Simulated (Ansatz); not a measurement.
# MgI2: response to strain

Aim: deform MgI2 (zz strain of +2 %) and compute stress, forces and field gradients with LAPW, PAW and all-electron datasets made for the crystal.

Method: DFT PBEsol, scalar-relativistic, in Ansatz 0.2.0.

## (1) The starting structure

Symmetry: P-3m1, No. 164, trigonal system. Conventional cell: a = 4.154 Å, b = 4.154 Å, c = 6.862 Å, α = 90.00°, β = 90.00°, γ = 120.00°. Mg (site symmetry -3m) is surrounded by 6 I at 2.92 Å. Around I (site symmetry 3m) lie 3 Mg at 2.92 Å.

Structure file:

```xyz
3
Lattice="4.1537 0.0000 0.0000 -2.0769 3.5972 0.0000 0.0000 0.0000 6.8620" Properties=species:S:1:pos:R:3 pbc="T T T"
Mg    0.0000    0.0000    0.0000
I     0.0000    2.3981    5.1989
I     2.0769    1.1991    1.6631
```

Atoms are numbered in the order of the input: Mg1, I2, I3.

## (2) After the deformation

Space group P-3m1 before, P-3m1 after.

## (3) LAPW, all electrons

input.yaml

```yaml
crystal:
  lattice:
    - [4.1537001214, 0.0, 0.0]
    - [-2.0768500607, 3.5972098248, 0.0]
    - [0.0, 0.0, 6.99924]
  atoms:
    - { symbol: Mg, position: [0.0, 0.0, 0.0] }
    - { symbol: I, position: [0.3333333333, 0.6666666667, 0.75763] }
    - { symbol: I, position: [0.6666666667, 0.3333333333, 0.24237] }
kpoints:
  mp_grid: { grid: [7, 7, 4] }
  band_path:
    path:
      - [0.0, 0.0, 0.0]
      - [0.5, 0.0, 0.0]
      - [0.3333333333, 0.3333333333, 0.0]
      - [0.0, 0.0, 0.0]
      - [0.0, 0.0, 0.5]
      - [0.5, 0.0, 0.5]
      - [0.3333333333, 0.3333333333, 0.5]
      - [0.0, 0.0, 0.5]
      - [0.5, 0.0, 0.5]
    npoints: 5
scf:
  occupations: { method: fermi_dirac, width: 0.03 }
hamiltonian:
  xc: pbesol
  pseudopotentials: { kind: all_electron, lapw: { basis_error: 0.001 } }
output:
  forces: true
  stress: true
  eigenvalues: true
```

Launch:

```console
> ansatz run input.yaml --threads 1 --pin off --max-ram 4096MiB --backend cpu --events-out ev --progress --plain --runs-dir out
```

## (4) PAW on the default files

input.yaml

```yaml
crystal:
  lattice:
    - [4.1537001214, 0.0, 0.0]
    - [-2.0768500607, 3.5972098248, 0.0]
    - [0.0, 0.0, 6.99924]
  atoms:
    - { symbol: Mg, position: [0.0, 0.0, 0.0] }
    - { symbol: I, position: [0.3333333333, 0.6666666667, 0.75763] }
    - { symbol: I, position: [0.6666666667, 0.3333333333, 0.24237] }
kpoints:
  mp_grid: { grid: [7, 7, 4] }
scf:
  occupations: { method: fermi_dirac, width: 0.03 }
hamiltonian:
  xc: pbesol
  pseudopotentials: { kind: paw }
output:
  forces: true
  stress: true
  eigenvalues: true
  efg: { contact_densities: true }
```

## (5) Datasets made for this crystal

input.yaml: that of step 4 with these lines changed.

```diff
@@ -15,3 +15,3 @@
   xc: pbesol
-  pseudopotentials: { kind: paw }
+  pseudopotentials: { kind: all_electron, datasets: crystal }
 output:
```

(Steps that only read results are left out.)

Before running it: what results should come out? Wanted: pressure; largest shear or deviatoric stress.

**Answer**, as computed:

| quantity | value |
| --- | --- |
| pressure | LAPW -0.73, PAW -0.73, crystal datasets -0.74 GPa |
| largest shear or deviatoric stress (LAPW) | 0.10 GPa |

In words: The largest part of the stress beyond the pressure is 0.10 GPa in size, in the zz component; the atoms are carried along and not relaxed. No run of the undeformed cell stands beside it, so pressure and stress hold what the given cell had before the change, as far as its symmetry allows. PAW: stress within 0.01 GPa of LAPW, forces within 2 meV/Å. Crystal datasets: stress within 0.01 GPa of LAPW, forces within 1 meV/Å. Spin-orbit coupling is left out, though the cell holds I; in elements this heavy it can shift bands and gaps by tenths of an eV.

These are semilocal Kohn-Sham gaps, which aren't the measured quantity. Such gaps usually fall short of the measured ones; spin-orbit coupling, left out here, narrows gaps with I, so the two errors partly cancel.
